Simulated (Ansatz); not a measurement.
# WC-type BaS

Level of theory: DFT, PBE, scalar-relativistic, no spin polarisation; plane waves to 420 eV with PAW datasets (Ansatz 0.2.0), 10×10×8 k-mesh, Gaussian smearing of 0.05 eV. The datasets are Ansatz's generated set soft_2.

```
Ba S
1.0
     4.36529    0.00000    0.00000
    -2.18265    3.78046    0.00000
     0.00000    0.00000    3.97807
Ba S
1 1
Cartesian
  0.0000 0.0000 0.0000
  2.1826 1.2602 1.9890
```

The start was a prototype's sites filled with these elements. The Crystallography Open Database lists the compound in space group Fm-3m (rock salt), so this is a trial structure.

Cell and atoms are those of this level's equilibrium.

The cell has space group P-6m2 (read at 0.01 Å). In it the stress is 0.00, 0.00, 0.00, 0.00, 0.00, 0.00 GPa and the largest force component 0.000 eV/Å. Each change below starts from this cell, without further relaxation. Stress is in GPa, positive in compression, in the order xx, yy, zz, yz, xz, xy; energies are counted from the cell above.

Question: What happens when atom 2 (S) is moved by 0.08 Å along z?

Answer: The energy changes by 5.8 meV per cell, and the force on it along the shift is -0.147 eV/Å (−F/u = 1.83 eV/Å²). Stress: 0.08, 0.08, 0.08, 0.00, 0.00, 0.00. The gap on the mesh goes from 2.04 eV to 2.10 eV.
| atom | Fx (eV/Å) | Fy | Fz |
| --- | --- | --- | --- |
| Ba1 | 0.000 | 0.000 | 0.147 |
| S2 | 0.000 | 0.000 | -0.147 |
In a harmonic crystal the energy would rise by −½F·u = ½ × 1.83 × 0.08² eV = 5.9 meV, which matches.

Question: One atom was moved along a Cartesian axis, and these forces appeared. Which atom, and about how far?
```tsv
atom	Fx (eV/Å)	Fy	Fz
Ba1	-0.043	-0.001	0.000
S2	0.043	0.001	0.000
```

Answer: Atom 1 (Ba) is moved by 0.02 Å along x; the energy changes by 0.4 meV per cell. Moving the other atom the opposite way is the same thing.

Question: What stress follows from an engineering strain of 1 % in yz, atoms carried along?

Answer: 0.01, 0.01, 0.01, -0.13, 0.00, 0.00 GPa; the energy changes by 0.3 meV per cell.
The change of the stress over the strain gives a clamped-atom stiffness of about 12.9 GPa for this component.

Question: What stress follows from an engineering strain of 1 % in zz, atoms carried along?

Answer: -0.14, -0.14, -1.04, 0.00, 0.00, 0.00 GPa; the energy changes by 2.1 meV per cell. The gap on the mesh goes from 2.04 eV to 2.06 eV.
The change of the stress over the strain gives a clamped-atom stiffness of about 104 GPa for this component, a secant value that lies under the elastic constant in tension and over it in compression, by several per cent for each per cent of strain.
In a harmonic crystal the energy would rise by V(½Cε² − σ₀ε), with σ₀ the stress of the unstrained cell, = 2.1 meV, which matches.

Question: All atoms and the cell are disturbed at random:
```xyz
2
Lattice="4.3262 0.0256 -0.0247 -2.1409 3.7958 0.0326 -0.0225 0.0214 3.9675" Properties=species:S:1:pos:R:3 pbc="T T T"
Ba   -0.0552   -0.0138   -0.0059
S     2.2145    1.3068    1.9840
```
Give the energy change, the stress and the forces.

Answer: 18.5 meV per cell; stress 0.49, 0.05, 0.57, -0.22, 0.24, -0.69 GPa.
```tsv
atom	Fx (eV/Å)	Fy	Fz
Ba1	0.264	0.008	0.040
S2	-0.264	-0.008	-0.040
```

Question: All atoms and the cell are disturbed at random:
```
CELL_PARAMETERS angstrom
4.38671 -0.04600 -0.01379
-2.23319 3.82056 0.01597
-0.01257 0.00955 4.05819
ATOMIC_POSITIONS crystal
Ba 0.00380 0.98786 0.05595
S 0.66286 0.34547 0.44405
```
Give the energy change, the stress and the forces.

Answer: 213.1 meV per cell; stress 1.26, 2.69, 0.57, -0.92, 0.96, 1.05 GPa. The gap on the mesh goes from 2.04 eV to 2.86 eV.
| atom | Fx (eV/Å) | Fy | Fz |
| --- | --- | --- | --- |
| Ba1 | -0.293 | 0.297 | -0.878 |
| S2 | 0.293 | -0.297 | 0.878 |

Kohn–Sham gaps of semilocal functionals lie under measured ones, often by a third or more. These numbers lack spin–orbit coupling.
